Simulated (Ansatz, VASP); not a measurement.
# SiC: VASP beside Ansatz

```xyz
2
Lattice="0.0000 2.1784 2.1784 2.1784 0.0000 2.1784 2.1784 2.1784 0.0000" Properties=species:S:1:pos:R:3 pbc="T T T"
Si    0.0257    0.0000    0.0103
C     3.2076    3.2676    3.2436
```

Change from the starting cell: mode 4 frozen in at -0.060 Å and mode 5 at -0.024 Å (largest displacements).

Alike in both runs: task single point; functional PBEsol; k mesh 10 × 10 × 10; occupations gaussian, width 0.05 eV; no spin polarisation.

|  | VASP | Ansatz |
| --- | --- | --- |
| version | VASP 6.6.1 | Ansatz 0.2.0 |
| potentials or method | VASP PAW PBE potentials, release 64 (Si, C) | scalar-relativistic, plane waves, PAW |
| plane-wave cutoff (eV) | 520 | 520 |
| valence electrons in the cell | 8 | 8 |

Ansatz gave:

```
gap on the k mesh at the Fermi level (eV)       : 0.81
least direct gap on the mesh (eV)               : 4.25
pressure (GPa)                                  : 1.0
largest component of the traceless stress (GPa) : 5.71
rms of the force components (eV/Å)              : 1.024
```

Which values does VASP return?

gap on the k mesh at the Fermi level (eV): 0.80; least direct gap on the mesh (eV): 4.23; pressure (GPa): 1.4; largest component of the traceless stress (GPa): 5.78; rms of the force components (eV/Å): 1.027.

Atom by atom the forces differ by 0.003 eV/Å (rms over components). With one functional, cell and mesh, what is left measures potentials, basis and numerics. Ansatz warned: «pseudo_functional_mismatch».

Caveats: the PAW data sets were made with another functional, which shifts forces and pressure a little (VASP). A k mesh can miss the band edges.
